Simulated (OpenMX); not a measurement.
## Ta in OpenMX: the effect of volume scale

Crystal: Ta.

```
CELL_PARAMETERS angstrom
-1.58240 1.58240 1.58240
1.58240 -1.58240 1.58240
1.58240 1.58240 -1.58240
ATOMIC_POSITIONS crystal
Ta 0.00000 0.00000 0.00000
```

Alike in all runs:

- Program: OpenMX 3.8.5
- Task: single point
- Functional: PBE
- Potentials or basis: OpenMX 2013 PBE set, Ta7.0-s3p2d2f1, grid cutoff 400 Ry
- k mesh: 9 × 9 × 9
- Occupations: fermi-dirac, width 0.05 eV
- Spin: no spin polarisation

| volume scale | pressure (GPa) |
| --- | --- |
| 0.88 | 35.0 |
| 0.92 | ? |
| 0.96 | 11.9 |
| 1 | 3.6 |
| 1.04 | -3.6 |
| 1.08 | -10.0 |

What does the run with volume scale 0.92 give?

Pressure 22.1 GPa.

Worked out: A parabola through the other rows of the pressure, of slope -282 GPa per unit of volume scale there, gives 22.8 GPa, against the run's 22.1.

Caveats: the basis of atomic orbitals isn't converged, which shifts pressures, moduli and gaps.
